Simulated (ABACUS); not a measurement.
The system is W.

```xyz
1
Lattice="-1.5823 1.5823 1.5823 1.5823 -1.5823 1.5823 1.5823 1.5823 -1.5823" Properties=species:S:1:pos:R:3 pbc="T T T"
W     0.0000    0.0000    0.0000
```

Base run:

```yaml
Program: ABACUS 3.10.1
Functional: rSCAN
Potentials_or_basis: SG15 ONCV 1.2 PBE
Cutoff: 1170 eV
Density_cutoff: 4680 eV
Basis: plane waves
k_mesh: 8 × 8 × 8
Occupations: fermi-dirac, width 0.05 eV
Spin: no spin polarisation
```

Its results: band gap on the k mesh none (metal or under the smearing width); pressure -11.8 GPa.

Task: The run is repeated on the same cell with these changes: functional from rSCAN to TPSS. What comes out?

Result: Band gap on the k mesh none (metal or under the smearing width); pressure 1.3 GPa.

Caveats: the potentials were made for another functional, which shifts forces and pressure.
